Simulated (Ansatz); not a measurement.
# GaN: the band gap up the ladder of functionals

An exercise on one series of results from a longer session: the logs are not shown, and one member is left open.

Code: Ansatz 0.2.0. PAW datasets, plane waves. The values are computed, spin-unpolarised, and not measurements.

## The cell

The cell was relaxed beforehand with r2SCAN.

Space group F-43m (No. 216), cubic; conventional cell a = 4.498 Å, 11.37 Å³ an atom. Near Ga stand 4 N at 1.95 Å; near N stand 4 Ga at 1.95 Å.

Coordinates:

```
Ga N
1.0
     0.00000    2.24895    2.24895
     2.24895    0.00000    2.24895
     2.24895    2.24895    0.00000
Ga N
1 1
Direct
  0.00000 0.00000 0.00000
  0.75000 0.75000 0.75000
```

The first run:

input.yaml

```yaml
crystal:
  lattice:
    - [0.0, 2.2489526325, 2.2489526325]
    - [2.2489526325, 0.0, 2.2489526325]
    - [2.2489526325, 2.2489526325, 0.0]
  atoms:
    - { symbol: Ga, position: [0.0, 0.0, 0.0] }
    - { symbol: "N", position: [0.75, 0.75, 0.75] }
kpoints:
  mp_grid: { grid: [10, 10, 10] }
  band_path:
    path:
      - [[0.0, 0.0, 0.0], [-0.5, -0.5, -1.699545252361e-34], [-0.375, -0.375, 0.25]]
      - [[-0.375, -3.094838583406e-17, 0.375], [0.0, 0.0, 0.0], [1.324092912541e-17, 1.324092912541e-17, 0.5], [-0.5, -0.25, 0.25], [-0.5, -0.5, -1.699545252361e-34]]
    npoints: 10
hamiltonian:
  xc: pbe
scf:
  occupations: { method: fermi_dirac, width: 0.02 }
  n_extra_bands: 4
output:
  forces: true
  stress: true
  eigenvalues: true
```

Started as:

```bash
$ ansatz run input.yaml --threads 2 --pin off --max-ram 2211MiB --backend cpu --events-out ev --progress --plain --runs-dir out
```

Steps of the session up to this table: Band structure with PBE; r2SCAN; HSE06 at the same geometry; PBE+SOC at the same geometry; PBE0 at the same geometry; Single point with LDA; One-shot GW from PBE; Quasiparticle levels, G0W0@PBE; DDH-PBE0; HSE06+SOC at the same geometry; Single point with LC-ωPBE; Single point with r2SCAN0.

One table of the session follows, with a row left open; its other results are not shown here.

```
                     level  gap (eV)
                       PBE      1.76
                    r2SCAN      2.17
                     HSE06      3.01
                   PBE+SOC      1.75
                      PBE0      3.70
                       LDA      1.77
 G0W0@PBE (67 empty bands)      2.84
G0W0@PBE (168 empty bands)      2.84
                  DDH-PBE0      3.05
                 HSE06+SOC      3.00
                   LC-ωPBE         ?
                   r2SCAN0      3.99
```

**Question.** Estimate the row for LC-ωPBE.

**Answer.** gap (eV): 8.30. In the column «gap (eV)» it is the highest.

Meshes: PBE 10×10×10, r2SCAN 10×10×10, HSE06 6×6×6, PBE+SOC 10×10×10, PBE0 6×6×6, LDA 10×10×10, DDH-PBE0 6×6×6, HSE06+SOC 6×6×6, LC-ωPBE 6×6×6, r2SCAN0 6×6×6.

Caveats from the session: Warnings in the runs' records: stress scf threshold loose, stress exchange threshold loose.
